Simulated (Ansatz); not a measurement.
**TiAl: an energy map of one atom**

The task, for TiAl: map the energy of atom 1 (Ti) over a plane.

Computed with Ansatz 0.2.0 (DFT PBEsol, scalar-relativistic, plane waves, PAW, unless a step's input says otherwise).

### Step 1. The system as given

The structure is hexagonal, space group P-6m2 (No. 187). Conventional cell: a = 2.867 Å, b = 2.867 Å, c = 4.678 Å, α = 90.00°, β = 90.00°, γ = 120.00°. Around Ti (site symmetry -6m2) lie 6 Al at 2.87 Å and 6 Ti at 2.87 Å. Around Al (site symmetry -6m2) lie 6 Ti at 2.87 Å and 6 Al at 2.87 Å.

Structure file:

```
CELL_PARAMETERS angstrom
2.86726 0.00000 0.00000
-1.43363 2.48312 0.00000
0.00000 0.00000 4.67808
ATOMIC_POSITIONS crystal
Ti 0.00000 0.00000 0.00000
Al 0.33333 0.66667 0.50000
```

It goes back to an entry of the Materials Project, which need not be the stable form.

No relaxation comes first: the listed cell is the starting point.

### Step 2. The reference cell

The reference gives a free energy of -2998.9551 eV, pressure -2.84 GPa, largest force 0.000 eV/Å and gap on the mesh none (metal). It was computed beforehand with the settings of the runs below.

### Step 3. Setting up an energy map of one atom

Atom 1 (Ti) is moved by p along (0.707, 0.707, 0.000) and q along (0.000, 0.000, 1.000) (Å), all else fixed; its images in the other cells move with it. Points alike by symmetry are run once.

### Step 4. p = -0.600, q = -0.600

File input.yaml:

```yaml
crystal:
  lattice:
    - [2.8672622327, 0.0, 0.0]
    - [-1.4336311163, 2.4831219328, 0.0]
    - [0.0, 0.0, 4.678083]
  atoms:
    - { symbol: Ti, position: [-0.2333979206, -0.1708591363, -0.1282576645] }
    - { symbol: Al, position: [0.3333333333, 0.6666666667, 0.5] }
basis:
  ecutwfc: 420
kpoints:
  mp_grid: { grid: [18, 18, 10] }
hamiltonian:
  xc: pbesol
scf:
  occupations: { method: gaussian, width: 0.15 }
output:
  forces: true
  stress: true
  eigenvalues: true
  write_density: true
  write_potential: true
  elf: true
  volumetric_format: npy
```

Launch:

```
$ ansatz run input.yaml --threads 1 --pin off --max-ram 2560MiB --backend cpu --events-out ev --progress --plain --runs-dir out
```

The session goes on with these runs: point p = -0.600, q = 0.000; p = 0.000, q = -0.600; point p = 0.600, q = -0.600; point p = 0.600, q = 0.000; At p = -0.600, q = -0.300; point p = -0.300, q = -0.600; At p = -0.300, q = 0.000; At p = 0.000, q = -0.300; p = 0.300, q = -0.600; p = 0.300, q = 0.000; At p = 0.600, q = -0.300; point p = -0.300, q = -0.300.

**Question.** What will these runs give? Wanted: highest point; lowest point away from the origin.

The runs gave:

```
                         quantity                                       value
                    highest point  2.377 eV/cell at (p, q) = (-0.600, -0.600)
lowest point away from the origin             0.071 eV/cell at (0.300, 0.000)
```

**Reading.** No computed point lies below the origin. Read as harmonic, the points at ±0.300 Å give force constants of 1.90 eV/Å² along p and 6.92 eV/Å² along q: the atom moves more easily along p.
